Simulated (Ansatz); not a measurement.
The system is Se.

```
Se
1.0
     4.36620    0.00000    0.00000
    -2.18310    3.78124    0.00000
     0.00000    0.00000    4.95360
Se
3
Direct
  0.77460 0.77460 0.00000
  0.00000 0.22540 0.66667
  0.22540 0.00000 0.33333
```

* Program: Ansatz 0.2.0
* Task: relaxation of cell and atoms
* Functional: r2SCAN0
* Potentials or basis: Ansatz PAW
* Cutoff: 500 eV (not typed: the program's choice for these potentials)
* k mesh: 4 × 4 × 3
* Occupations: fermi-dirac, width 0.05 eV
* Spin: no spin polarisation

At the start: volume 27.26 Å³/atom.

Question: Where does the relaxation end?

Answer: It ends after 7 steps and the volume is 31.10 Å³/atom (+14.1 %); space group P3_121 (No. 152, to 0.05 Å).

Step by step:
| step | energy change (eV) | largest force (eV/Å) | volume (Å³) |
| --- | --- | --- | --- |
| 1 | 0.0000 | 0.3948 | 81.78 |
| 2 | -0.0374 | 0.0952 | 89.32 |
| 3 | -0.0537 | 0.0805 | 89.75 |
| 4 | -0.0592 | 0.0510 | 92.24 |
| 5 | -0.0595 | 0.0172 | 93.22 |
| 6 | -0.0596 | 0.0001 | 93.31 |
| 7 | -0.0607 | 0.0001 | 93.31 |

Final structure:
```
CELL_PARAMETERS angstrom
4.69819 0.00000 0.00000
-2.34909 4.06875 0.00000
0.00000 0.00000 4.88133
ATOMIC_POSITIONS crystal
Se 0.79401 0.79401 0.00000
Se 0.00000 0.20599 0.66667
Se 0.20599 0.00000 0.33333
```

Caveat: the k mesh is coarse (spacing up to 0.42 Å⁻¹), so the values aren't converged, least of all with exact exchange; the plane-wave basis is chosen anew once the cell has moved, so the energies of steps on either side of that aren't comparable; the volume moved by +14 % from the deposited cell, more than functionals usually miss; the PAW data sets come from PBE, with cores solved anew for the run's functional, which leaves a small shift of forces and pressure.
